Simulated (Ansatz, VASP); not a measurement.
**CdSe: VASP beside Ansatz**

```
CELL_PARAMETERS angstrom
0.00000 2.81374 2.81374
2.81374 0.00000 2.81374
2.81374 2.81374 0.00000
ATOMIC_POSITIONS crystal
Cd 0.00000 0.00000 0.00000
Se 0.50000 0.50000 0.50000
```

Measurements of this composition are mostly on another form, of space group No. 186.

Alike in both runs: task single point; functional PBEsol; k mesh 12 × 12 × 12; occupations fermi-dirac, width 0.05 eV; no spin polarisation.

|  | VASP | Ansatz |
| --- | --- | --- |
| version | VASP 6.6.1 | Ansatz 0.2.0 |
| potentials or method | VASP PAW PBE potentials, release 64 (Cd, Se), cutoff 520 eV | all-electron LAPW, scalar-relativistic |

Ansatz gave:

```
pressure (GPa) : 0.0
```

What did VASP give for the same quantities?

Pressure (GPa): 0.5.

Ansatz ran all-electron here, so the differences hold the error of VASP's frozen core and of both bases.

Caveats: the PAW data sets were made with another functional, which shifts forces and pressure a little (VASP).
